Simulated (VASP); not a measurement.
VASP 6.6.1 run: RbBr

INCAR

```
LWAVE = .FALSE.
LREAL = .FALSE.
PREC = Accurate
NBANDS = 15
ISMEAR = -1
EDIFF = 1E-7
NELM = 96
ISIF = 2
NSW = 0
NELMIN = 4
SIGMA = 0.02
IBRION = -1
LCHARG = .FALSE.
ENCUT = 520
LASPH = .TRUE.
GGA = PE
```

KPOINTS

```
KPOINTS created by Atomic Simulation Environment
0
Gamma
6 6 6
0 0 0
```

POSCAR

```
Rb Br
 1.0000000000000000
     4.0961415907000003    0.0000000000000000    0.0000000000000000
     0.0000000000000000    4.0961415907000003    0.0000000000000000
     0.0000000000000000    0.0000000000000000    4.1403347241999997
 Rb  Br
   1   1
Cartesian
  0.0000000000000000  0.0000000000000000  0.0000000000000000
  2.0480707953500001  2.0480707953500001  2.0701673620999994
```

The recommended PBE PAW datasets give the neutral cell 16 valence electrons.

Command

```
mpirun -np 1 vasp_std
```

Problem. Predict the outcome of this run.

Solution. It converged. Results: gap between bands v and c on the k mesh 4.10 eV; least direct gap on the k mesh 4.25 eV; pressure 1.0 GPa. Band v is the last that the valence electrons fill when counted band by band, and c is the next.

OSZICAR

```
N       E                     dE             d eps       ncg     rms          rms(c)
DAV:   1     0.798720802000E+02    0.79872E+02   -0.68359E+03  1200   0.932E+02
DAV:   2    -0.118344508180E+01   -0.81056E+02   -0.75753E+02  1698   0.165E+02
DAV:   3    -0.609203111985E+01   -0.49086E+01   -0.48913E+01  1572   0.419E+01
DAV:   4    -0.622180677134E+01   -0.12978E+00   -0.12976E+00  1720   0.616E+00
DAV:   5    -0.622266257031E+01   -0.85580E-03   -0.85579E-03  1636   0.509E-01    0.266E+00
DAV:   6    -0.602077793877E+01    0.20188E+00   -0.17699E-01  1501   0.230E+00    0.179E+00
DAV:   7    -0.598770358945E+01    0.33074E-01   -0.10276E-01  1536   0.183E+00    0.913E-01
DAV:   8    -0.599070235503E+01   -0.29988E-02   -0.13125E-02  1406   0.693E-01    0.140E-01
DAV:   9    -0.599056549233E+01    0.13686E-03   -0.51520E-04  1648   0.126E-01    0.613E-02
DAV:  10    -0.599069294924E+01   -0.12746E-03   -0.23959E-04  1292   0.101E-01    0.117E-02
DAV:  11    -0.599069357154E+01   -0.62231E-06   -0.81689E-06  1708   0.187E-02    0.642E-03
DAV:  12    -0.599069511605E+01   -0.15445E-05   -0.25531E-06  1347   0.120E-02    0.653E-04
DAV:  13    -0.599069518827E+01   -0.72213E-07   -0.10743E-07  1504   0.231E-03
   1 F= -.59906952E+01 E0= -.59906952E+01  d E =-.246288E-10
```

Standard output (part)

```
POSCAR found type information on POSCAR RbBr
 POSCAR found :  2 types and       2 ions
 LDA part: xc-table for (Slater+PW92), standard interpolation
 POSCAR, INCAR and KPOINTS ok, starting setup
 WAVECAR not read
 entering main loop
```

For comparison, a separate PBE run of the intended cell, on usual settings and not on those above, gives a gap of 4.10 eV on its mesh and a pressure of 1.0 GPa.
